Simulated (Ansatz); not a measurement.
# HfO2 (P2_1/c) in Ansatz: notebook

Runs on HfO2. Level: PBE. Tasks: single point, equation of state.

All numbers are computed with Ansatz 0.2.0; they aren't measurements. Logs are shortened: lines on timing, memory, paths and dates and some standing lists are left out, and cuts for length are marked.

## Step 1: The crystal as given

Symmetry: P2_1/c, No. 14, monoclinic system. Conventional cell: a = 5.118 Å, b = 5.186 Å, c = 5.284 Å, α = 90.00°, β = 99.35°, γ = 90.00°. Around Hf (site symmetry 1) lie 7 O at 2.03 to 2.25 Å. O (site symmetry 1) has 3 Hf at 2.03 to 2.12 Å as nearest neighbours. O (site symmetry 1) has 4 Hf at 2.14 to 2.25 Å as nearest neighbours.

## Step 2: Single point, PBE, 10.84 Å³/atom (volume scaled by 0.94)

Input file input.yaml:

```yaml
crystal:
  lattice:
    - [5.0135217044, 0.0, 0.0]
    - [0.0, 5.079839684, 0.0]
    - [-0.8411344054, 0.0, 5.1074318236]
  atoms:
    - { symbol: Hf, position: [0.2755, 0.4603, 0.708] }
    - { symbol: Hf, position: [0.7245, 0.9603, 0.792] }
    - { symbol: Hf, position: [0.7245, 0.5397, 0.292] }
    - { symbol: Hf, position: [0.2755, 0.0397, 0.208] }
    - { symbol: O, position: [0.0742, 0.1684, 0.8467] }
    - { symbol: O, position: [0.9258, 0.6684, 0.6533] }
    - { symbol: O, position: [0.9258, 0.8316, 0.1533] }
    - { symbol: O, position: [0.0742, 0.3316, 0.3467] }
    - { symbol: O, position: [0.4487, 0.7419, 0.9801] }
    - { symbol: O, position: [0.5513, 0.2419, 0.5199] }
    - { symbol: O, position: [0.5513, 0.2581, 0.0199] }
    - { symbol: O, position: [0.4487, 0.7581, 0.4801] }
hamiltonian:
  xc: pbe
  pseudopotentials: { kind: paw, source: jth }
kpoints:
  mp_grid: { grid: [5, 5, 5] }
scf:
  occupations: { method: fermi_dirac, width: 0.05 }
output:
  forces: true
  stress: true
  eigenvalues: true
  write_density: true
  write_potential: true
  elf: true
  volumetric_format: npy
```

Potentials or basis: JTH PAW.

Started as:

```sh
> ansatz run input.yaml --threads 2 --pin off --max-ram 5120MiB --backend cpu --events-out ev --progress --plain --runs-dir out
```

What it wrote:

```text
Warning: the checks of this Hf dataset prove no rule for summing its radial tables, as where they were carried onto another mesh than they were made on, and Gregory's rule is taken, under which a leading mesh point left out moves its sums only by what lay on the interval it spanned. That does not make them correct, and they differ from Quantum ESPRESSO's on this file; a re-export a fraction of a mesh step off can move them. hamiltonian.pseudopotentials.radial_quadrature: simpson_from_first_knot sums it by `pw.x`'s rule; on a PAW file no value gives `pw.x`'s numbers. What more to know: hamiltonian.pseudopotentials.radial_quadrature, in the input reference
Warning: the checks of this O dataset prove no rule for summing its radial tables, as where they were carried onto another mesh than they were made on, and Gregory's rule is taken, under which a leading mesh point left out moves its sums only by what lay on the interval it spanned. That does not make them correct, and they differ from Quantum ESPRESSO's on this file; a re-export a fraction of a mesh step off can move them. hamiltonian.pseudopotentials.radial_quadrature: simpson_from_first_knot sums it by `pw.x`'s rule; on a PAW file no value gives `pw.x`'s numbers. What more to know: hamiltonian.pseudopotentials.radial_quadrature, in the input reference
Warning: RAYON_NUM_THREADS=2 ignored (pool sized by the plan → 2); use --threads N
Engine: ansatz 0.2.0, aarch64-unknown-linux-gnu
Pseudopotentials: kind: paw
Pseudopotential: Hf, paw, valence charge 12, recommended cutoff 1230 eV (normal), Hf.paw.azcp
Pseudopotential: O, paw, valence charge 6, recommended cutoff 1380 eV (normal), O.paw.azcp
Functional definition: PBE
  parameter kappa = 0.804
  parameter beta = 0.06672455060314922
  exchange = pbe_x(kappa = kappa, mu = beta*pi^2/3)
  correlation = pbe_c(beta = beta)
Crystal: 12 atoms, lattice volume = 130.075 Å³
Basis set: ecut = 1380 eV, 15133 PW (Γ), exchange–correlation on 128×128×128 points (8 copies of the dense FFT grid, shifted against one another)
Bands: 60, of which v1, the nominal top of the filled ones, is band 48 counted from 1 (47 counted from 0)
Symmetry: 4 space group operations
Space group: P21/c (ITA 14), of the structure as read, at distance tolerance 5.1e-5 Å
k-points: 39 of 125
Non-local potential: Hf, projectors of the file, l = 0: 2, l = 1: 2, l = 2: 2
Non-local potential: O, projectors of the file, l = 0: 2, l = 1: 2
[... 20 lines left out ...]
Harris-Foulkes:  -42451.022740 eV  (|F-HF|=7.76e-9)
Internal energy: -42451.022740 eV  (E = F + TS)
E sigma→0 (E₀):  -42451.022740 eV
Fermi energy:    14.157917 eV
--- Per-component energies (eV) ---
  E_band       = -416.792969
  E_kinetic    = 2255.741833
  E_local      = -2051.849631  (includes V_loc(G=0)·N_el)
  E_nonlocal   = -1745.274968
  E_hartree    = 1585.310938
  E_xc         = -1637.784190
  E_vxc        = -1278.988946  (∫ρ·V_xc dr)
  E_paw        = -33637.918305  (= ΣΔE_a)
  E_vpaw       = -767.045902  (= ΣTr[D̂ρ^β])
  E_aug_tail   = 0.000094  (compensation charges beyond the density's cutoff)
  E_ewald      = -7219.248510
  E_smearing   = -0.000000  (= −TS)
  E_closure    = -0.000000  (closes the sum)
  Σ components = -42451.022740   (vs F -42451.022740, Δ=0.00e0)
--- Forces (eV/Å), atoms counted from 1 ---
  atom   1  Hf     0.56214545     0.16467737     0.24318695
  atom   2  Hf    -0.56214545     0.16467737    -0.24318695
  atom   3  Hf    -0.56214545    -0.16467737    -0.24318695
  atom   4  Hf     0.56214545    -0.16467737     0.24318695
  atom   5  O     -0.52910238    -0.23545538    -0.32739601
  atom   6  O      0.52910238    -0.23545538     0.32739601
  atom   7  O      0.52910238     0.23545538     0.32739601
  atom   8  O     -0.52910238     0.23545538    -0.32739601
  atom   9  O     -0.35663972     0.05790045     0.00597387
  atom  10  O      0.35663972     0.05790045    -0.00597387
  atom  11  O      0.35663972    -0.05790045    -0.00597387
  atom  12  O     -0.35663972    -0.05790045     0.00597387
  max |Σ_I F_I| component: 1.67e-16 eV/Å
--- Stress (GPa, compression-positive) ---
       21.209355      -0.000000       1.444477
       -0.000000      20.917392      -0.000000
        1.444477      -0.000000      21.204164
  P = ⅓ Tr σ = 21.1103 GPa (211.103 kbar)
--- Band table (eV; the first three rows and the last of 39) ---
  k-point 0: bands = ["-48.0889", "-48.0615", "-48.0568", "-48.0561", "-17.3395", "-17.3004", "-17.2763", "-17.0051", "-16.9249", "-16.8835", "-16.8454", "-16.8049", "-16.7666", "-16.7444", "-16.6917", "-16.6243", "-6.3681", "-4.9169", "-4.7148", "-4.6924", "-4.0760", "-4.0724", "-3.8934", "-3.7454", "6.2292", "6.2922", "6.9063", "7.0705", "7.2021", "7.5660", "8.5161", "8.7570", "8.9126", "9.1183", "9.1692", "9.2701", "9.9567", "10.0089", "10.0691", "10.0810", "10.3384", "10.8007", "10.8976", "10.9722", "11.4212", "11.5145", "11.8624", "11.9556", "16.7428", "17.3754", "17.5691", "17.8288", "18.0169", "18.2952", "18.7354", "18.7426", "19.0120", "19.1524", "19.8490", "19.8792"]
  k-point 1: bands = ["-48.0861", "-48.0635", "-48.0568", "-48.0567", "-17.3064", "-17.2500", "-17.2493", "-17.0432", "-16.9617", "-16.8644", "-16.8402", "-16.8278", "-16.7689", "-16.7395", "-16.6997", "-16.6749", "-6.1838", "-4.8589", "-4.7186", "-4.6903", "-4.2075", "-4.0920", "-3.9790", "-3.7880", "6.3557", "6.5131", "7.1547", "7.1609", "7.4105", "7.6763", "8.3293", "8.6291", "8.6520", "9.0235", "9.2475", "9.3902", "9.6047", "9.8620", "10.0748", "10.2854", "10.3718", "10.5690", "10.7407", "11.1402", "11.1432", "11.4659", "11.7213", "11.8032", "16.8181", "17.3047", "17.3668", "17.9167", "18.2688", "18.3179", "18.9096", "18.9662", "19.1603", "19.3238", "19.5671", "19.9025"]
  k-point 2: bands = ["-48.0789", "-48.0702", "-48.0571", "-48.0570", "-17.2160", "-17.1852", "-17.1424", "-17.0883", "-17.0683", "-16.9278", "-16.8200", "-16.8136", "-16.7878", "-16.7606", "-16.7287", "-16.7178", "-5.6977", "-5.0964", "-4.7207", "-4.6462", "-4.2292", "-4.1506", "-4.1095", "-3.9293", "6.7378", "7.1166", "7.1683", "7.5006", "7.8745", "7.9496", "8.0853", "8.1799", "8.2734", "9.0161", "9.1599", "9.2313", "9.4107", "9.7398", "9.7667", "10.2463", "10.2847", "10.4957", "10.6256", "11.0572", "11.2654", "11.3323", "11.3828", "11.5770", "16.9649", "17.1212", "17.4397", "17.6345", "18.4675", "18.5798", "19.1151", "19.1697", "19.2997", "19.3612", "20.0573", "20.0585"]
  k-point 38: bands = ["-48.0745", "-48.0701", "-48.0602", "-48.0584", "-17.2923", "-17.2604", "-17.2009", "-17.1449", "-16.9769", "-16.8929", "-16.8298", "-16.7928", "-16.7528", "-16.7356", "-16.6988", "-16.6761", "-5.5097", "-5.1945", "-4.8089", "-4.7456", "-4.2564", "-4.1872", "-3.9354", "-3.9202", "6.9608", "7.2180", "7.3701", "7.5300", "7.6650", "7.8073", "7.9856", "8.0927", "8.5917", "9.0072", "9.1671", "9.3917", "9.5367", "9.6399", "10.0436", "10.2710", "10.3232", "10.6662", "10.7227", "10.7520", "11.0028", "11.0947", "11.1814", "11.3193", "16.9076", "17.0580", "17.4875", "17.7615", "18.1881", "18.2483", "18.5963", "18.7630", "18.9768", "19.3275", "19.9106", "20.1880"]
```

v_z.tsv:

```text
# z_ang	v_es[eV]	v_tot[eV]
# format = ansatz-planar-average/11
# xc	pbe
# density_cutoff_ev	5520
# datasets	Hf=:gregory:soft	O=:gregory:soft
# lattice	5.013521704	0.000000000	0.000000000
# lattice	0.000000000	5.079839684	0.000000000
# lattice	-0.841134405	0.000000000	5.107431824
# sites	12
# site	72	0.785702071	2.338250207	3.616061731
# site	72	2.966118026	4.878170049	4.045086004
# site	72	3.386685228	2.741589477	1.491370092
# site	72	1.206269273	0.201669635	1.062345819
# site	8	-0.340185191	0.855445003	4.324462525
# site	8	4.092005287	3.395364845	3.336685210
# site	8	4.512572490	4.224394681	0.782969299
# site	8	0.080382012	1.684474839	1.770746613
# site	8	1.425171358	3.768733062	5.005793930
# site	8	2.326648738	1.228813220	2.655353805
# site	8	2.747215941	1.311106622	0.101637893
# site	8	1.845738561	3.851026464	2.452078019
0.000000	8.364247e0	-2.739668e0
0.080879	8.403383e0	-2.717244e0
0.161757	8.491216e0	-2.674600e0
0.242636	8.664485e0	-2.560595e0
0.323514	8.984078e0	-2.305636e0
0.404393	9.443731e0	-1.912024e0
[... 56 lines left out ...]
5.014474	8.491216e0	-2.674600e0
5.095352	8.403383e0	-2.717244e0
```

Wall time 66 s (2 threads of Arm Neoverse V1, shared host); peak memory 1.6 GiB.

Results:

- Free energy: -42451.0227 eV
- Pressure: 21.1 GPa
- Largest force: 0.665 eV/Å
- Band gap on the k mesh: 4.39 eV, indirect (least direct gap 4.44 eV)

Caveat: odd divisions of the mesh miss points on the zone boundary, where band edges often lie, so the gap on the mesh can be too wide; spin-orbit coupling is left out, which moves the levels of the heavy elements.

## Step 3: Single point, PBE, 11.07 Å³/atom (volume scaled by 0.96)

input.yaml, as its differences from that of step 2:

```diff
@@ -2,5 +2,5 @@
   lattice:
-    - [5.0135217044, 0.0, 0.0]
-    - [0.0, 5.079839684, 0.0]
-    - [-0.8411344054, 0.0, 5.1074318236]
+    - [5.0488293586, 0.0, 0.0]
+    - [0.0, 5.1156143815, 0.0]
+    - [-0.8470580823, 0.0, 5.1434008384]
   atoms:
@@ -29,5 +29 @@
   eigenvalues: true
-  write_density: true
-  write_potential: true
-  elf: true
-  volumetric_format: npy
```

Potentials or basis: JTH PAW.

Started as:

```sh
> ansatz run input.yaml --threads 2 --pin off --max-ram 5120MiB --backend cpu --events-out ev --progress --plain --runs-dir out
```

It took 50 s on 2 threads of Arm Neoverse V1, shared host; peak memory 1.6 GiB.

It converged, with:

```
Free energy            : -42451.3298 eV
Pressure               : 14.6 GPa
Largest force          : 0.588 eV/Å
Band gap on the k mesh : 4.32 eV, indirect (least direct gap 4.38 eV)
```

Caveat: odd divisions of the mesh miss points on the zone boundary, where band edges often lie, so the gap on the mesh can be too wide; spin-orbit coupling is left out, which moves the levels of the heavy elements.

## Step 4: Single point, PBE, 11.30 Å³/atom (volume scaled by 0.98)

input.yaml, as its differences from that of step 3:

```diff
@@ -2,5 +2,5 @@
   lattice:
-    - [5.0488293586, 0.0, 0.0]
-    - [0.0, 5.1156143815, 0.0]
-    - [-0.8470580823, 0.0, 5.1434008384]
+    - [5.0836499717, 0.0, 0.0]
+    - [0.0, 5.1508955956, 0.0]
+    - [-0.8529000468, 0.0, 5.1788736893]
   atoms:
```

Started as:

```sh
> ansatz run input.yaml --threads 2 --pin off --max-ram 5120MiB --backend cpu --events-out ev --progress --plain --runs-dir out
```

It took 49 s on 2 threads of Arm Neoverse V1, shared host; peak memory 1.7 GiB.

Results (log left out):

```yaml
Free_energy: -42451.5293 eV
Pressure: 8.7 GPa
Largest_force: 0.520 eV/Å
Band_gap_on_the_k_mesh: 4.25 eV, indirect (least direct gap 4.31 eV)
```

Caveat: odd divisions of the mesh miss points on the zone boundary, where band edges often lie, so the gap on the mesh can be too wide; spin-orbit coupling is left out, which moves the levels of the heavy elements.

## Step 5: Single point, PBE, 11.53 Å³/atom

input.yaml, as its differences from that of step 4:

```diff
@@ -2,5 +2,5 @@
   lattice:
-    - [5.0836499717, 0.0, 0.0]
-    - [0.0, 5.1508955956, 0.0]
-    - [-0.8529000468, 0.0, 5.1788736893]
+    - [5.118, 0.0, 0.0]
+    - [0.0, 5.1857, 0.0]
+    - [-0.8586630598, 0.0, 5.2138671406]
   atoms:
```

Started as:

```sh
> ansatz run input.yaml --threads 2 --pin off --max-ram 5120MiB --backend cpu --events-out ev --progress --plain --runs-dir out
```

Wall time 55 s (2 threads of Arm Neoverse V1, shared host); peak memory 1.7 GiB.

It converged, with:

```yaml
Free_energy: -42451.6320 eV
Pressure: 3.3 GPa
Largest_force: 0.460 eV/Å
Band_gap_on_the_k_mesh: 4.18 eV, indirect (least direct gap 4.24 eV)
```

Caveat: odd divisions of the mesh miss points on the zone boundary, where band edges often lie, so the gap on the mesh can be too wide; spin-orbit coupling is left out, which moves the levels of the heavy elements.

## Step 6: Single point, PBE, 11.76 Å³/atom (volume scaled by 1.02)

input.yaml, as its differences from that of step 5:

```diff
@@ -2,5 +2,5 @@
   lattice:
-    - [5.118, 0.0, 0.0]
-    - [0.0, 5.1857, 0.0]
-    - [-0.8586630598, 0.0, 5.2138671406]
+    - [5.1518950275, 0.0, 0.0]
+    - [0.0, 5.220043385, 0.0]
+    - [-0.8643497359, 0.0, 5.2483970684]
   atoms:
```

Potentials or basis: JTH PAW.

Started as:

```sh
> ansatz run input.yaml --threads 2 --pin off --max-ram 5120MiB --backend cpu --events-out ev --progress --plain --runs-dir out
```

Wall time 58 s (2 threads of Arm Neoverse V1, shared host); peak memory 1.7 GiB.

Results (log left out):

| Item | Value |
| --- | --- |
| Free energy | -42451.6474 eV |
| Pressure | -1.5 GPa |
| Largest force | 0.409 eV/Å |
| Band gap on the k mesh | 4.11 eV, indirect (least direct gap 4.18 eV) |

Caveat: odd divisions of the mesh miss points on the zone boundary, where band edges often lie, so the gap on the mesh can be too wide; spin-orbit coupling is left out, which moves the levels of the heavy elements.

## Step 7: Single point, PBE, 11.99 Å³/atom (volume scaled by 1.04)

input.yaml, as its differences from that of step 6:

```diff
@@ -2,5 +2,5 @@
   lattice:
-    - [5.1518950275, 0.0, 0.0]
-    - [0.0, 5.220043385, 0.0]
-    - [-0.8643497359, 0.0, 5.2483970684]
+    - [5.1853498288, 0.0, 0.0]
+    - [0.0, 5.2539407204, 0.0]
+    - [-0.8699625537, 0.0, 5.2824785238]
   atoms:
```

Started as:

```sh
> ansatz run input.yaml --threads 2 --pin off --max-ram 5120MiB --backend cpu --events-out ev --progress --plain --runs-dir out
```

Wall time 59 s (2 threads of Arm Neoverse V1, shared host); peak memory 1.8 GiB.

Results (log left out):

```yaml
Free_energy: -42451.5843 eV
Pressure: -5.8 GPa
Largest_force: 0.368 eV/Å
Band_gap_on_the_k_mesh: 4.04 eV, indirect (least direct gap 4.11 eV)
```

Caveat: odd divisions of the mesh miss points on the zone boundary, where band edges often lie, so the gap on the mesh can be too wide; spin-orbit coupling is left out, which moves the levels of the heavy elements.

## Step 8: Single point, PBE, 12.22 Å³/atom (volume scaled by 1.06)

input.yaml, as its differences from that of step 7:

```diff
@@ -2,5 +2,5 @@
   lattice:
-    - [5.1853498288, 0.0, 0.0]
-    - [0.0, 5.2539407204, 0.0]
-    - [-0.8699625537, 0.0, 5.2824785238]
+    - [5.2183784252, 0.0, 0.0]
+    - [0.0, 5.2874062132, 0.0]
+    - [-0.8755038659, 0.0, 5.316125791]
   atoms:
@@ -29 +29,5 @@
   eigenvalues: true
+  write_density: true
+  write_potential: true
+  elf: true
+  volumetric_format: npy
```

Started as:

```sh
> ansatz run input.yaml --threads 2 --pin off --max-ram 5120MiB --backend cpu --events-out ev --progress --plain --runs-dir out
```

It took 81 s on 2 threads of Arm Neoverse V1, shared host; peak memory 1.8 GiB.

The run converged. Its results:

```yaml
Free_energy: -42451.4502 eV
Pressure: -9.7 GPa
Largest_force: 0.337 eV/Å
Band_gap_on_the_k_mesh: 3.97 eV, indirect (least direct gap 4.05 eV)
```

Caveat: odd divisions of the mesh miss points on the zone boundary, where band edges often lie, so the gap on the mesh can be too wide; spin-orbit coupling is left out, which moves the levels of the heavy elements.

## Step 9: Equation of state, PBE

Potentials or basis: JTH PAW.

This step only gathers the single runs of the series.

What came out:

* Equilibrium volume: 11.69 Å³/atom
* Bulk modulus at fixed shape and positions: 238 GPa
* Pressure derivative of the bulk modulus: 4.3

Energy against volume, from the lowest point:
| volume (Å³/atom) | energy (meV/atom) |
| --- | --- |
| 10.840 | 52.06 |
| 11.070 | 26.47 |
| 11.301 | 9.84 |
| 11.532 | 1.29 |
| 11.762 | 0.00 |
| 11.993 | 5.26 |
| 12.223 | 16.43 |

Caveat: the cell was scaled at fixed shape and fractional positions, which overstates the stiffness of a crystal with free parameters, most of all of layers and chains. The run has no spin-orbit coupling, so splittings on Hf are missing.
